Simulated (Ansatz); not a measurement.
Relaxed LaAlO3 (cubic perovskite):

```xyz
5
Lattice="3.7716 0.0000 0.0000 0.0000 3.7716 0.0000 0.0000 0.0000 3.7716" Properties=species:S:1:pos:R:3 pbc="T T T"
La     1.8858     1.8858     1.8858
Al     0.0000     0.0000     0.0000
O      0.0000     1.8858     0.0000
O      1.8858     0.0000     0.0000
O      0.0000     0.0000     1.8858
```

Scan: atom 3 (O, nearest neighbour Al at 1.886 Å; its periodic images, 3.8 Å or more away, move with it) is displaced along Cartesian z, direction (0.000, 0.000, 1.000) in Cartesian axes, by s. The other atoms stay.

Method: PBEsol (plane waves to 420 eV, PAW, scalar-relativistic; Ansatz, a quantum-chemistry and plane-wave program). k mesh 7×7×7 (Γ-centred), Fermi-Dirac smearing 0.05 eV. The energy includes the smearing's −TS. LaAlO3 is run without spin polarisation. LaAlO3 was relaxed with its symmetry unable to fall. This is a high-temperature form of LaAlO3. ΔE is measured from the undisplaced structure.

| s (Å) | ΔE (meV/cell) |
|---|---|
| -0.380 | 427 |
| -0.304 | 266 |
| -0.228 | 146 |
| -0.152 | withheld |
| -0.076 | 16 |
| 0.000 | 0 |
| 0.076 | 16 |
| 0.152 | withheld |
| 0.228 | 146 |
| 0.304 | 266 |
| 0.380 | 427 |

Problem. Fit an even polynomial form (powers 2, 4) to the given rows and predict ΔE at s = -0.152.

Solution. Least squares on the 9 given rows: ΔE = (2732)·s² + (1564)·s⁴, in meV/cell with s in Å; root-mean-square residual 0.2 meV/cell. At -0.152 the fit gives 64 meV/cell; the calculation gives 64 meV/cell, the same to the digits shown. The quadratic term alone would give 63 meV/cell.

(A displaced cell: forces are minus the slopes of the energy, force constants its curvatures, and phonons follow from these.)
